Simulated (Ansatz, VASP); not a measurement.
## Ge in VASP and in Ansatz

```xyz
4
Lattice="4.2885 0.0000 0.0000 0.0000 4.2885 0.0000 0.0000 0.0000 4.2885" Properties=species:S:1:pos:R:3 pbc="T T T"
Ge    0.0355    0.0355    0.0355
Ge    2.1088    4.2531    2.1797
Ge    2.1797    2.1088    4.2531
Ge    4.2531    2.1797    2.1088
```

Alike in both runs: functional PBE; k mesh 4 × 4 × 4; occupations gaussian, width 0.1 eV; no spin polarisation.

Ansatz relaxed the structure, and its values are those at the end. VASP's run is a single point on that final structure, the one shown.

```csv
,VASP,Ansatz
version,VASP 6.6.1,Ansatz 0.2.0
potentials or method,"VASP PAW PBE potentials, release 64 (Ge_d)","scalar-relativistic, plane waves, PAW"
plane-wave cutoff (eV),520,420
valence electrons in the cell,56,56
```

```tsv
	VASP	Ansatz	Ansatz less VASP
gap on the k mesh at the Fermi level (eV)	none	none	-
pressure (GPa)	-0.1	0.0	+0.06
rms of the force components (eV/Å)	0.017	0.016	-0.0008
```

A gap of «none» marks a metal or a gap that the smearing closes. With one functional, cell and mesh, what is left measures potentials, basis and numerics.

Caveats: the k mesh is coarse (spacing up to 0.37 Å⁻¹), so the values aren't converged.
